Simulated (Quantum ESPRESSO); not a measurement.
# As (P-1) in Quantum ESPRESSO: reference runs

How does As come out in PBE? The cell is run as given.

Everything below comes from runs of Quantum ESPRESSO 7.5. Logs are shortened: lines on timing, memory, paths and dates and some standing lists are left out, and cuts for length are marked.

## Step 1: Starting point

The typed cell holds 1 atom: a = 2.999 Å, b = 2.598 Å, c = 2.582 Å, α = 78.73°, β = 76.84°, γ = 93.49°.

## Step 2: Single point, PBE

Input file pw.in:

```
&CONTROL
  calculation = 'scf'
  prefix = 'pwscf'
  outdir = './tmp'
  pseudo_dir = './pseudo'
  tprnfor = .true.
  tstress = .true.
  disk_io = 'nowf'
/
&SYSTEM
  ibrav = 0
  nat = 1
  ntyp = 1
  ecutwfc = 55
  ecutrho = 440
  nbnd = 7
  occupations = 'smearing'
  smearing = 'fd'
  degauss = 0.00367493
/
&ELECTRONS
  conv_thr = 2d-10
  electron_maxstep = 120
  mixing_beta = 0.5
/
ATOMIC_SPECIES
As    74.9216 As.pbe-n-rrkjus_psl.0.2.UPF
CELL_PARAMETERS angstrom
   2.9794804000   -0.1006165900    0.3237709600
  -0.1006165900    2.5830128800    0.2618843200
   0.3237709600    0.2618843200    2.5485519600
ATOMIC_POSITIONS crystal
As     0.5000000000    0.5000000000    0.5000000000
K_POINTS automatic
9 10 11 0 0 0
```

Potentials or basis: SSSP 1.3 efficiency PBE.

Launch:

```bash
$ OMP_NUM_THREADS=1 pw.x -in pw.in > pw.out
```

pw.out:

```text
This program is part of the open-source Quantum ESPRESSO suite
     for quantum simulation of materials; please cite
[... 9 lines left out ...]
     --------------------
     sticks:   dense  smooth     PW     G-vecs:    dense   smooth      PW
     Sum         971     491    159                20087     7119    1361

     Using Slab Decomposition

     bravais-lattice index     =            0
     lattice parameter (alat)  =       5.6667  a.u.
     unit-cell volume          =     128.8646 (a.u.)^3
     number of atoms/cell      =            1
     number of atomic types    =            1
     number of electrons       =         5.00
     number of Kohn-Sham states=            7
     kinetic-energy cutoff     =      55.0000  Ry
     charge density cutoff     =     440.0000  Ry
     scf convergence threshold =      2.0E-10
     mixing beta               =       0.5000
     number of iterations used =            8  plain     mixing
     Exchange-correlation= PBE
                           (   1   4   3   4   0   0   0)

     celldm(1)=   5.666738  celldm(2)=   0.000000  celldm(3)=   0.000000
     celldm(4)=   0.000000  celldm(5)=   0.000000  celldm(6)=   0.000000

     crystal axes: (cart. coord. in units of alat)
               a(1) = (   0.993588  -0.033553   0.107970 )
               a(2) = (  -0.033553   0.861375   0.087332 )
               a(3) = (   0.107970   0.087332   0.849883 )

     reciprocal axes: (cart. coord. in units 2 pi/alat)
               b(1) = (  1.022984  0.053583 -0.135467 )
               b(2) = (  0.053583  1.175964 -0.127647 )
               b(3) = ( -0.135467 -0.127647  1.206959 )

     PseudoPot. # 1 for As read from file:
     As.pbe-n-rrkjus_psl.0.2.UPF
     Pseudo is Ultrasoft + core correction, Zval =  5.0
     Generated using "atomic" code by A. Dal Corso  v.5.0.99 svn rev. 10869
     Using radial grid of 1209 points,  4 beta functions with:
                l(1) =   0
                l(2) =   0
                l(3) =   1
                l(4) =   1
     Q(r) pseudized with 0 coefficients

     atomic species   valence    mass     pseudopotential
     As                5.00    74.92160     As( 1.00)

      2 Sym. Ops., with inversion, found

   Cartesian axes

     site n.     atom                  positions (alat units)
         1        As     tau(   1) = (   0.5340023   0.4575770   0.5225928  )

     number of k points=   496  Fermi-Dirac smearing, width (Ry)=  0.0037

     Number of k-points >= 100: set verbosity='high' to print them.

     Dense  grid:    20087 G-vectors     FFT dimensions: (  40,  36,  36)

     Smooth grid:     7119 G-vectors     FFT dimensions: (  27,  24,  24)

     Initial potential from superposition of free atoms

     starting charge       4.9998, renormalised to       5.0000
     Starting wfcs are    4 randomized atomic wfcs +    3 random wfcs

     Self-consistent Calculation

     iteration #  1     ecut=    55.00 Ry     beta= 0.50
     Davidson diagonalization with overlap
     ethr =  1.00E-02,  avg # of iterations =  5.7

     Threshold (ethr) on eigenvalues was too large:
     Diagonalizing with lowered threshold

     Davidson diagonalization with overlap
     ethr =  3.92E-05,  avg # of iterations =  3.5

     total energy              =     -18.16863815 Ry
     estimated scf accuracy    <       0.00187112 Ry

     iteration #  2     ecut=    55.00 Ry     beta= 0.50
     Davidson diagonalization with overlap
     ethr =  3.74E-05,  avg # of iterations =  1.0

     total energy              =     -18.16870846 Ry
     estimated scf accuracy    <       0.00040895 Ry

     iteration #  3     ecut=    55.00 Ry     beta= 0.50
     Davidson diagonalization with overlap
     ethr =  8.18E-06,  avg # of iterations =  1.1

     total energy              =     -18.16872531 Ry
     estimated scf accuracy    <       0.00000861 Ry

     iteration #  4     ecut=    55.00 Ry     beta= 0.50
     Davidson diagonalization with overlap
     ethr =  1.72E-07,  avg # of iterations =  1.4

     total energy              =     -18.16872597 Ry
     estimated scf accuracy    <       0.00000013 Ry

     iteration #  5     ecut=    55.00 Ry     beta= 0.50
     Davidson diagonalization with overlap
     ethr =  2.57E-09,  avg # of iterations =  2.0

     total energy              =     -18.16872601 Ry
     estimated scf accuracy    <          7.4E-09 Ry

     iteration #  6     ecut=    55.00 Ry     beta= 0.50
     Davidson diagonalization with overlap
     ethr =  1.47E-10,  avg # of iterations =  1.5

     End of self-consistent calculation

     Number of k-points >= 100: set verbosity='high' to print the bands.

     the Fermi energy is     8.7375 ev

!    total energy              =     -18.16872601 Ry
     estimated scf accuracy    <          1.7E-10 Ry
     smearing contrib. (-TS)   =      -0.00033826 Ry
     internal energy E=F+TS    =     -18.16838775 Ry

     The total energy is F=E-TS. E is the sum of the following terms:
     one-electron contribution =       4.60728418 Ry
     hartree contribution      =       0.45487989 Ry
     xc contribution           =      -9.20663170 Ry
     ewald contribution        =     -14.02392013 Ry

     convergence has been achieved in   6 iterations

     Forces acting on atoms (cartesian axes, Ry/au):

     atom    1 type  1   force =     0.00000000    0.00000000    0.00000000

     Total force =     0.000000     Total SCF correction =     0.000000

     Computing stress (Cartesian axis) and pressure

          total   stress  (Ry/bohr**3)                   (kbar)     P=       77.68
  -0.00032174  -0.00001200  -0.00015792          -47.33       -1.77      -23.23
  -0.00001200   0.00090375  -0.00039326           -1.77      132.95      -57.85
  -0.00015792  -0.00039326   0.00100218          -23.23      -57.85      147.43

=------------------------------------------------------------------------------=
   JOB DONE.
=------------------------------------------------------------------------------=
```

Wall time 14 s (1 thread of Intel Xeon 6975P-C (Granite Rapids), shared host); peak memory 0.09 GiB.

Results:

| Quantity | Value |
| --- | --- |
| Free energy | -247.1981 eV |
| Pressure | 7.8 GPa |
| Band gap on the k mesh | none (metal or under the smearing width) |

Stress tensor (GPa, compression positive):
```
-4.73 -0.18 -2.32
-0.18 13.29 -5.79
-2.32 -5.79 14.74
```
